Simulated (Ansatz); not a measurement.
CdS (zincblende), relaxed with r2SCAN in the plane-wave code Ansatz: it is cubic, F-43m (No. 216); a = 5.878 Å in the conventional setting, 25.39 Å³ an atom. Around Cd lie 4 S at 2.55 Å; around S lie 4 Cd at 2.55 Å. It was then strained (epitaxial in the plane normal to [111]), atoms relaxed again within the symmetry left. Unstrained, HSE06 gives 2.106 eV (Γ, 6×6×6 mesh), and the band edges keep their places in every row. The normal direction was relaxed to zero stress. Only one sign of strain is shown, since it lowers the symmetry, and equivalent edge states can then move with another slope on the other side. Stress is positive in compression. Spin-unpolarised throughout; all numbers are computed.

Axes as in this cell:
```
Cd S
1.0
     0.00000    2.93921    2.93921
     2.93921    0.00000    2.93921
     2.93921    2.93921    0.00000
Cd S
1 1
Cartesian
  0.0000 0.0000 0.0000
  1.4696 1.4696 1.4696
```

```tsv
strain (%)	ε	ΔE_g, HSE06 (eV)	Δin-plane stress (σ_xx − σ_xy), r2SCAN (GPa)
-4.0	-0.0400	-0.101	+4.08
-3.75	-0.0375	-0.088	+3.81
-3.0	-0.0300	-0.053	+3.04
-2.28	-0.0228	-0.028	+2.31
-1.0	-0.0100	-0.003	+0.99
-0.54	-0.0054	+0.002	+0.56
```

**Question.** Fit ΔE_g = a x + b x² to these rows by least squares, with x = ε.

**Answer.** The normal equations take Σx² = 4.555e-03, Σx³ = -1.567e-04, Σx⁴ = 5.629e-06, ΣxΔE = 9.588e-03 and Σx²ΔE = -3.478e-04, and give a = -0.52 eV, b = -76.3 eV; the largest residual is 0.001 eV.

**Question.** Fit the change of in-plane stress (σ_xx − σ_xy) in the same way.

**Answer.** Δin-plane stress (σ_xx − σ_xy) = -100.0 x + (46) x² GPa. The slope, 100 GPa, is the biaxial modulus of the film.

**Question.** Predict the withheld row at -2.0 % (x = -0.0200).

**Answer.** ΔE_g ≈ -0.52 × (-0.0200) + (-76.3) × (-0.0200)² = -0.020 eV, and Δin-plane stress (σ_xx − σ_xy) ≈ +2.02 GPa. The runs give -0.019 eV and +2.03 GPa, off by +0.001 eV and +0.01 GPa.

Spin-orbit coupling is left out.
